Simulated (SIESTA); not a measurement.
Ta under changes of volume

One of the cells (18.371 Å³/atom); the others are scaled copies at fixed shape and fractional positions:

```
CELL_PARAMETERS angstrom
-1.66222 1.66222 1.66222
1.66222 -1.66222 1.66222
1.66222 1.66222 -1.66222
ATOMIC_POSITIONS crystal
Ta 0.00000 0.00000 0.00000
```

```yaml
Program: SIESTA 5.4.2
Functional: PBEsol
Potentials_or_basis: PseudoDojo 0.4 standard (PBEsol files)
Basis: DZP (energy shift 0.003 Ry; two zetas on semicore shells)
Grid_cutoff: 800 Ry
Energy_shift: 0.003 Ry
k_mesh: 11 × 11 × 11
Occupations: fermi-dirac, width 0.05 eV
Spin: no spin polarisation
```

```tsv
volume (Å³/atom)	energy over the lowest point (meV/atom)	pressure (GPa)
16.930	23.87	10.7
17.290	6.00	5.3
17.650	0.00	0.4
18.371	?	?
18.731	39.92	-11.3
19.091	69.13	-14.3
```

Q: What does the run at 18.371 Å³/atom give?

A: Energy over the lowest point 17.92 meV/atom; pressure -7.7 GPa.

Worked out: A Birch-Murnaghan fit of order 3 (a polynomial in V^(-2/3)) to the other rows has its minimum at 17.67 Å³/atom with B0 = V·E''(V) = 226 GPa and B' = 4.9. It gives 18.04 meV/atom at 18.371 Å³/atom, against the run's 17.92, and -dE/dV = -8.0 GPa, against -7.7.

Energies are extrapolated to zero smearing.

Caveats: short orbitals over semicore shells can move pressures by several GPa; the basis of atomic orbitals isn't converged, which shifts pressures, moduli and gaps.
